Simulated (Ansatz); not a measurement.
## Sb: equation of state with HSE06

Sb:

```xyz
1
Lattice="-1.8713 1.8713 1.8713 1.8713 -1.8713 1.8713 1.8713 1.8713 -1.8713" Properties=species:S:1:pos:R:3 pbc="T T T"
Sb    0.0000    0.0000    0.0000
```

This isn't the form of Sb at room conditions, which is rhombohedral.

| Item | Value |
| --- | --- |
| Program | Ansatz 0.2.0 |
| Task | equation of state |
| Functional | HSE06 |
| Potentials or basis | Ansatz PAW |
| Cutoff | 420 eV |
| Density cutoff | 1680 eV |
| k mesh | 6 × 6 × 6 |
| Occupations | fermi-dirac, width 0.05 eV |
| Spin | no spin polarisation |

- Equilibrium volume: 26.84 Å³/atom
- Bulk modulus: 58 GPa
- Pressure derivative of the bulk modulus: 5.9 (rough: it moves with the points fitted)

Energy against volume, from the lowest point:
| volume (Å³/atom) | energy (meV/atom) |
| --- | --- |
| 24.640 | 39.70 |
| 25.165 | 21.90 |
| 25.689 | 9.84 |
| 26.213 | 2.77 |
| 26.737 | 0.00 |
| 27.262 | 1.03 |
| 27.786 | 5.47 |

All runs of the series together: 61 s on 2 threads of AMD EPYC 7R13 Processor (Zen 3), with other jobs on the host.

Caveat: the k mesh is coarse (spacing up to 0.40 Å⁻¹), so the values aren't converged, least of all with exact exchange; the PAW data sets were made with another functional, which shifts forces and pressure a little. The run has no spin-orbit coupling, so splittings on Sb are missing.
